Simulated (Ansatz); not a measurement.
# SnO2 in Ansatz: the effect of functional

SnO2:

```
CELL_PARAMETERS angstrom
0.00000 2.60802 2.60802
2.60802 0.00000 2.60802
2.60802 2.60802 0.00000
ATOMIC_POSITIONS crystal
Sn 0.00000 0.00000 0.00000
O 0.75000 0.75000 0.75000
O 0.25000 0.25000 0.25000
```

Measurements of this composition are mostly on another form, of space group No. 136.

The cell isn't the ideal one: volume scaled by 1.04.

Alike in all runs:

```yaml
Program: Ansatz 0.2.0
Task: single point
Potentials_or_basis: Ansatz PAW
k_mesh: 9 × 9 × 9
Occupations: fermi-dirac, width 0.05 eV
Spin: no spin polarisation
```

```csv
functional,cutoff,pressure (GPa)
LDA,420 eV (not typed: the program's choice for these potentials),-18.0
PBEsol,420 eV (not typed: the program's choice for these potentials),?
r2SCAN,500 eV (not typed: the program's choice for these potentials),-15.9
```

What does the run with functional PBEsol give?

Pressure -13.2 GPa.

Caveats: the PAW data sets come from PBE, with cores solved anew for the run's functional, which leaves a small shift of forces and pressure.
